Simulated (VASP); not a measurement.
# BAs: optical spectrum, part 2 of 3

Aim: the dielectric function of BAs for independent particles, and its static limit with local fields. The cell is of the zinc-blende type, one of the forms listed for this formula. The start is a cell from a database of measured crystal structures.

VASP 6.6.1, plane waves and PAW; the level of theory is named at each step.

So far. Step 2 (Ground state): The cell has a gap of 1.18 eV on this mesh and a pressure of +3.5 GPa, which holds the misfit of the given cell and coordinates with this functional, and any error of cutoff, mesh and data sets. Spin-orbit coupling is left out, which can shift or reorder these edges.

## (4) Static response with local fields

Level of this step: PBE; plane waves and PAW (As, B) (VASP).

Perturbation theory (LEPSILON) gives the dielectric tensor with local fields, and the Born charges.

Contents of INCAR:

```
SYSTEM = BAs
PREC = Accurate
ENCUT = 420
EDIFF = 1E-08
NELM = 100
ISMEAR = 0
SIGMA = 0.01
LREAL = .FALSE.
ALGO = Normal
GGA = PE
NBANDS = 10
LWAVE = .FALSE.
LCHARG = .FALSE.
KPAR = 4
LEPSILON = .TRUE.
```

Contents of POSCAR:

```
BAs
1.0
    0.0000000000      2.3885000000      2.3885000000
    2.3885000000      0.0000000000      2.3885000000
    2.3885000000      2.3885000000      0.0000000000
As B
1 1
Direct
    0.7500000000      0.7500000000      0.7500000000
    0.0000000000      0.0000000000      0.0000000000
```

Contents of KPOINTS:

```
Automatic mesh
0
Gamma
12 12 12
0 0 0
```

Potentials, in the order of the species: As and B (PBE family, release 64).

Started as:

```
$ mpirun -np 4 vasp_std
```

What it wrote:

```text
[... set-up lines as in an earlier step ...]
 entering main loop
       N       E                     dE             d eps       ncg     rms          rms(c)
DAV:   1     0.102108193492E+02    0.10211E+02   -0.34114E+03  1440   0.596E+02
DAV:   2    -0.114692872231E+02   -0.21680E+02   -0.20694E+02  2068   0.980E+01
DAV:   3    -0.120437086895E+02   -0.57442E+00   -0.57346E+00  1694   0.157E+01
DAV:   4    -0.120451433381E+02   -0.14346E-02   -0.14345E-02  1734   0.895E-01
DAV:   5    -0.120451455104E+02   -0.21723E-05   -0.21723E-05  1700   0.352E-02    0.493E+00
DAV:   6    -0.114685374270E+02    0.57661E+00   -0.16452E+00  1546   0.558E+00    0.240E+00
DAV:   7    -0.114094650087E+02    0.59072E-01   -0.19547E-01  1734   0.231E+00    0.978E-01
DAV:   8    -0.114027079619E+02    0.67570E-02   -0.20901E-02  1590   0.859E-01    0.101E-01
DAV:   9    -0.114030031440E+02   -0.29518E-03   -0.71189E-04  1644   0.168E-01    0.594E-02
DAV:  10    -0.114031688372E+02   -0.16569E-03   -0.22066E-04  1566   0.954E-02    0.137E-02
DAV:  11    -0.114031743708E+02   -0.55336E-05   -0.60103E-06  1828   0.175E-02    0.116E-02
DAV:  12    -0.114031742573E+02    0.11358E-06   -0.28570E-06  1576   0.971E-03    0.347E-03
DAV:  13    -0.114031743189E+02   -0.61679E-07   -0.87457E-08  1750   0.205E-03    0.116E-03
DAV:  14    -0.114031744376E+02   -0.11869E-06   -0.15106E-08  1542   0.849E-04    0.103E-04
DAV:  15    -0.114031744440E+02   -0.63351E-08   -0.35550E-10   918   0.148E-04
   1 F= -.11403174E+02 E0= -.11403174E+02  d E =-.178757E-51
 Linear response reoptimize wavefunctions to high precision
DAV:   1    -0.114031744343E+02    0.96622E-08   -0.96561E-11  1010   0.559E-05
DAV:   2    -0.114031744343E+02   -0.15405E-10   -0.29336E-12   884   0.142E-05
 Linear response G [H, r] |phi>, progress :
  Direction:   1
       N       E                     dE             d eps       ncg     rms
RMM:   1    -0.474675244505E+02   -0.47468E+02   -0.56940E+01  3649   0.459E+01
RMM:   2    -0.365078546974E+02    0.10960E+02   -0.28318E+00  2374   0.110E+01
RMM:   3    -0.365181983691E+02   -0.10344E-01   -0.77031E-03  2489   0.877E-01
RMM:   4    -0.365195753609E+02   -0.13770E-02    0.12799E-03  2548   0.966E-02
RMM:   5    -0.365197142768E+02   -0.13892E-03    0.15170E-04  2567   0.113E-02
RMM:   6    -0.365197283057E+02   -0.14029E-04    0.15847E-05  2553   0.181E-03
RMM:   7    -0.365197297200E+02   -0.14143E-05    0.24090E-06  2326   0.523E-04
RMM:   8    -0.365197300560E+02   -0.33594E-06    0.13527E-07  2137   0.369E-04
RMM:   9    -0.365197302968E+02   -0.24080E-06   -0.11080E-06  1921   0.354E-04
RMM:  10    -0.365197308916E+02   -0.59479E-06   -0.70306E-06  1707   0.355E-04
RMM:  11    -0.365197308690E+02    0.22576E-07   -0.15591E-05  1532   0.355E-04
 Linear response G [H, r] |phi>, progress :
  Direction:   2
       N       E                     dE             d eps       ncg     rms
RMM:   1    -0.466600072133E+02   -0.46660E+02   -0.81210E+01  3642   0.437E+01
RMM:   2    -0.381708857975E+02    0.84891E+01   -0.18539E+00  2356   0.953E+00
RMM:   3    -0.381905045905E+02   -0.19619E-01    0.20034E-03  2511   0.712E-01
RMM:   4    -0.381919968546E+02   -0.14923E-02    0.12990E-03  2544   0.777E-02
RMM:   5    -0.381921310765E+02   -0.13422E-03    0.14780E-04  2588   0.930E-03
RMM:   6    -0.381921446926E+02   -0.13616E-04    0.14769E-05  2537   0.159E-03
RMM:   7    -0.381921460473E+02   -0.13547E-05    0.13468E-06  2302   0.530E-04
RMM:   8    -0.381921461952E+02   -0.14789E-06   -0.98290E-07  2128   0.402E-04
RMM:   9    -0.381921461990E+02   -0.38074E-08   -0.76274E-07  1968   0.389E-04
RMM:  10    -0.381921462028E+02   -0.38366E-08   -0.98088E-07  1762   0.389E-04
RMM:  11    -0.381921462169E+02   -0.14117E-07   -0.61093E-07  1576   0.389E-04
 Linear response G [H, r] |phi>, progress :
  Direction:   3
       N       E                     dE             d eps       ncg     rms
RMM:   1    -0.253922554318E+02   -0.25392E+02    0.11841E+02  3452   0.429E+01
RMM:   2    -0.222831377887E+02    0.31091E+01   -0.23657E+00  2335   0.969E+00
RMM:   3    -0.222792948625E+02    0.38429E-02   -0.29131E-02  2483   0.878E-01
RMM:   4    -0.222789977171E+02    0.29715E-03   -0.37636E-04  2565   0.994E-02
RMM:   5    -0.222789904289E+02    0.72882E-05   -0.12679E-05  2525   0.124E-02
RMM:   6    -0.222789898672E+02    0.56166E-06   -0.73361E-07  2537   0.180E-03
RMM:   7    -0.222789898019E+02    0.65337E-07    0.34826E-07  2272   0.422E-04
RMM:   8    -0.222789898241E+02   -0.22165E-07   -0.15225E-06  2076   0.239E-04
RMM:   9    -0.222789898475E+02   -0.23450E-07   -0.37607E-08  1839   0.221E-04
RMM:  10    -0.222789898452E+02    0.23598E-08    0.24984E-07  1620   0.221E-04
RMM:  11    -0.222789898216E+02    0.23564E-07    0.13151E-07  1445   0.221E-04
 Linear response to external field (no local field effect), progress :
  Direction:   1
       N       E                     dE             d eps       ncg     rms          rms(c)
RMM:   1    -0.830353854834E+00   -0.83035E+00   -0.38166E+00  3281   0.332E+00
RMM:   2    -0.849445631826E+00   -0.19092E-01   -0.82151E-03  2390   0.440E-01
RMM:   3    -0.849474631048E+00   -0.28999E-04   -0.44044E-05  2450   0.281E-02
RMM:   4    -0.849474959077E+00   -0.32803E-06   -0.27528E-07  2482   0.239E-03
RMM:   5    -0.849474963520E+00   -0.44431E-08   -0.41023E-10  2250   0.231E-04
 change of polarisation eV/A/(eV/A) component  1 :     1.699     0.932     0.194
 dielectric tensor                  component  1 :    12.281     6.186     1.288
 Linear response to external field (no local field effect), progress :
  Direction:   2
       N       E                     dE             d eps       ncg     rms          rms(c)
RMM:   1    -0.845848611897E+00   -0.84585E+00   -0.38431E+00  3243   0.338E+00
RMM:   2    -0.865758207196E+00   -0.19910E-01   -0.91565E-03  2384   0.452E-01
RMM:   3    -0.865794360404E+00   -0.36153E-04   -0.50603E-05  2459   0.291E-02
RMM:   4    -0.865794769102E+00   -0.40870E-06   -0.33838E-07  2482   0.249E-03
RMM:   5    -0.865794773840E+00   -0.47384E-08   -0.14639E-09  2252   0.240E-04
 change of polarisation eV/A/(eV/A) component  2 :     0.932     1.732    -0.262
 dielectric tensor                  component  2 :     6.188    12.498    -1.739
 Linear response to external field (no local field effect), progress :
  Direction:   3
       N       E                     dE             d eps       ncg     rms          rms(c)
RMM:   1    -0.331146355356E+00   -0.33115E+00   -0.14345E+00  3171   0.229E+00
RMM:   2    -0.339493111236E+00   -0.83468E-02   -0.32549E-03  2365   0.302E-01
RMM:   3    -0.339511602446E+00   -0.18491E-04   -0.18583E-05  2431   0.205E-02
RMM:   4    -0.339511739246E+00   -0.13680E-06   -0.15836E-07  2452   0.179E-03
RMM:   5    -0.339511739868E+00   -0.62251E-09   -0.19930E-09  2192   0.183E-04
 change of polarisation eV/A/(eV/A) component  3 :     0.193    -0.262     0.679
 dielectric tensor                  component  3 :     1.285    -1.739     5.509
 Linear response to external field, progress :
  Direction:   1
       N       E                     dE             d eps       ncg     rms          rms(c)
RMM:   1    -0.669187654162E+00   -0.66919E+00   -0.30321E+00 12639   0.299E+00
RMM:   2    -0.684900234896E+00   -0.15713E-01   -0.67841E-03  9265   0.398E-01    0.125E+00
RMM:   3    -0.675663695842E+00    0.92365E-02   -0.57076E-03  9446   0.451E-01    0.733E-01
RMM:   4    -0.708332164682E+00   -0.32668E-01   -0.83330E-03  9279   0.571E-01    0.804E-02
RMM:   5    -0.713775460803E+00   -0.54433E-02   -0.18829E-04  9467   0.917E-02    0.125E-02
RMM:   6    -0.714095380479E+00   -0.31992E-03   -0.33766E-06  9742   0.132E-02    0.614E-03
RMM:   7    -0.714349612054E+00   -0.25423E-03   -0.21849E-06  9460   0.110E-02    0.526E-04
RMM:   8    -0.714355791666E+00   -0.61796E-05   -0.22726E-08 10078   0.740E-04    0.153E-04
RMM:   9    -0.714354489348E+00    0.13023E-05   -0.34010E-09  9191   0.316E-04    0.360E-05
RMM:  10    -0.714354940963E+00   -0.45161E-06   -0.25128E-09  8701   0.927E-05    0.525E-06
 change of polarisation eV/A/(eV/A) component  1 :     1.321     0.343     0.211
 dielectric tensor                  component  1 :     9.770     2.274     1.404
 Linear response to external field, progress :
  Direction:   2
       N       E                     dE             d eps       ncg     rms          rms(c)
RMM:   1    -0.669178968354E+00   -0.66918E+00   -0.30320E+00 12635   0.299E+00
RMM:   2    -0.684899678087E+00   -0.15721E-01   -0.68202E-03  9262   0.398E-01    0.125E+00
RMM:   3    -0.675663427207E+00    0.92363E-02   -0.57128E-03  9445   0.451E-01    0.733E-01
RMM:   4    -0.708331194885E+00   -0.32668E-01   -0.83354E-03  9281   0.571E-01    0.804E-02
RMM:   5    -0.713775634615E+00   -0.54444E-02   -0.18810E-04  9468   0.917E-02    0.125E-02
RMM:   6    -0.714095419337E+00   -0.31978E-03   -0.33280E-06  9730   0.132E-02    0.613E-03
RMM:   7    -0.714349641042E+00   -0.25422E-03   -0.21633E-06  9469   0.110E-02    0.526E-04
RMM:   8    -0.714355821059E+00   -0.61800E-05   -0.20063E-08 10061   0.740E-04    0.153E-04
RMM:   9    -0.714354514168E+00    0.13069E-05   -0.34831E-09  9201   0.316E-04    0.362E-05
RMM:  10    -0.714354972322E+00   -0.45815E-06    0.10648E-09  8691   0.915E-05    0.540E-06
 change of polarisation eV/A/(eV/A) component  2 :     0.284     1.321     0.209
 dielectric tensor                  component  2 :     1.886     9.770     1.388
 Linear response to external field, progress :
  Direction:   3
       N       E                     dE             d eps       ncg     rms          rms(c)
RMM:   1    -0.669176309424E+00   -0.66918E+00   -0.30320E+00 12639   0.299E+00
RMM:   2    -0.684899709053E+00   -0.15723E-01   -0.68163E-03  9265   0.398E-01    0.125E+00
RMM:   3    -0.675663464791E+00    0.92362E-02   -0.57112E-03  9446   0.451E-01    0.733E-01
RMM:   4    -0.708331482748E+00   -0.32668E-01   -0.83349E-03  9279   0.571E-01    0.804E-02
RMM:   5    -0.713775562598E+00   -0.54441E-02   -0.18825E-04  9466   0.917E-02    0.125E-02
RMM:   6    -0.714095441572E+00   -0.31988E-03   -0.33643E-06  9737   0.132E-02    0.614E-03
RMM:   7    -0.714349676025E+00   -0.25423E-03   -0.21748E-06  9458   0.110E-02    0.526E-04
RMM:   8    -0.714355835145E+00   -0.61591E-05   -0.22008E-08 10083   0.740E-04    0.153E-04
RMM:   9    -0.714354523720E+00    0.13114E-05   -0.38175E-09  9200   0.316E-04    0.363E-05
RMM:  10    -0.714354991810E+00   -0.46809E-06    0.27508E-09  8682   0.910E-05    0.546E-06
 change of polarisation eV/A/(eV/A) component  3 :     0.234     0.320     1.321
 dielectric tensor                  component  3 :     1.554     2.125     9.770
 Born effective charges drift removed
```

Elapsed: 81 s, on 4 MPI ranks of AMD EPYC 7R43, shared host; peak memory 0.97 GiB; 5.3 min of CPU time.

Parts of OUTCAR (step 4):

```text
The static configuration has the point symmetry T_d .

 Found     72 irreducible k-points:

   k-points           NKPTS =     72   k-points in BZ     NKDIM =     72   number of bands    NBANDS=     10

   NELECT =       8.0000    total number of electrons

  Total        0.5920306      0.5920306      0.5920306     -0.0000000      0.0000000     -0.0000000
  in kB       34.8055904     34.8055904     34.8055904     -0.0000000      0.0000000     -0.0000000
  external PRESSURE =      34.8055904 kB  Pullay stress =       0.0000000 kB

 MACROSCOPIC STATIC DIELECTRIC TENSOR (including local field effects in DFT)
 ------------------------------------------------------
           9.769787     0.000000     0.000000
           0.000000     9.769787     0.000000
           0.000000     0.000000     9.769787
 ------------------------------------------------------

 PIEZOELECTRIC TENSOR (including local field effects)  for field in x, y, z        (C/m^2)
          XX          YY          ZZ          XY          YZ          ZX
  --------------------------------------------------------------------------------
  x     0.00000     0.00000    -0.00000     0.00000    -0.09468     0.00000
  y     0.00000    -0.00000    -0.00000     0.00000     0.00000    -0.09468
  z    -0.00000    -0.00000     0.00000    -0.09468     0.00000     0.00000

 BORN EFFECTIVE CHARGES (including local field effects) (in |e|, cummulative output)
 ---------------------------------------------------------------------------------
 ion    1
    1     0.53124     0.00000     0.00000
    2    -0.00000     0.53124     0.00000
    3     0.00000    -0.00000     0.53124
 ion    2
    1    -0.53124    -0.00000     0.00000
    2     0.00000    -0.53124    -0.00000
    3    -0.00000     0.00000    -0.53124

[... 8 parts as in an earlier step ...]

[... 1 further part left out ...]
```

Energies printed during the response cycles are not total energies of the cell.

This step gave:

| Quantity | Value |
| --- | --- |
| Fermi energy | 6.232 eV |

Electronic dielectric tensor with local fields:

```
9.77 0.00 0.00
0.00 9.77 0.00
0.00 0.00 9.77
```

Born effective charge (e), principal values of the symmetric part by kind of site:

```
atom  atoms with these values      low   middle     high     mean
 As1                        1   0.5312   0.5312   0.5312   0.5312
  B2                        1  -0.5312  -0.5312  -0.5312  -0.5312
```

In full for B2:

```
-0.5312  0.0000  0.0000
 0.0000 -0.5312  0.0000
 0.0000  0.0000 -0.5312
```

Piezoelectric tensor with clamped ions (C/m²), by row:

```
field  xx  yy  zz        xy        yz        zx
    x   0   0   0         0  -0.09468         0
    y   0   0   0         0         0  -0.09468
    z   0   0   0  -0.09468         0         0
```

The mean electronic (clamped-ion) dielectric constant is 9.77.

(Part 2 of 3 ends here.)

[Lines on the potential files, build, host, timing and source positions are cut from VASP's logs without a mark.]

[Logs are printed without paths, hosts, clocks, repeated set-up lines and the standing remarks that a program may print on its own settings, such as how far it seeks lower states.]

[Hosts, paths, dates, database ids (printed as entryN), source tags and the programs' standing remarks are cut or masked in the printed files.]
